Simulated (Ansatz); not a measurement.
# HfC under changes of volume

One of the cells (12.568 Å³/atom); the others are scaled copies at fixed shape and fractional positions:

```
Hf C
1.0
     0.00000    2.32500    2.32500
     2.32500    0.00000    2.32500
     2.32500    2.32500    0.00000
Hf C
1 1
Cartesian
  2.3250 2.3250 2.3250
  0.0000 0.0000 0.0000
```

```yaml
Program: Ansatz 0.2.0
Functional: PBE
Potentials_or_basis: all-electron LAPW, inner shells corrected to Dirac's equation
Cutoff: 303 eV (chosen from the basis error)
Basis_error_allowed: 0.001 eV/atom
k_mesh: 10 × 10 × 10
Occupations: gaussian, width 0.1 eV
Spin: collinear spin, ferromagnetic start
Starting_moments: "[1.0, 0.0] μB"
Fixed_moment: 1 μB
```

| volume (Å³/atom) | energy over the lowest point (meV/atom) | pressure (GPa) |
| --- | --- | --- |
| 11.814 | 63.10 | 21.3 |
| 12.065 | 34.46 | 15.2 |
| 12.317 | 14.96 | 9.7 |
| 12.568 | ? | ? |
| 12.819 | 0.00 | 0.2 |
| 13.071 | 3.06 | -4.0 |
| 13.322 | 12.26 | -7.7 |

Problem. What does the run at 12.568 Å³/atom give?

Solution. Energy over the lowest point 3.73 meV/atom; pressure 4.7 GPa.

Worked out: A Birch-Murnaghan fit of order 3 (a polynomial in V^(-2/3)) to the other rows has its minimum at 12.83 Å³/atom with B0 = V·E''(V) = 220 GPa and B' = 4.0. It gives 3.74 meV/atom at 12.568 Å³/atom, against the run's 3.73, and -dE/dV = 4.7 GPa, against 4.7.

Energies are extrapolated to zero smearing.

Caveats: the total moment is fixed, so each spin has its own Fermi level.
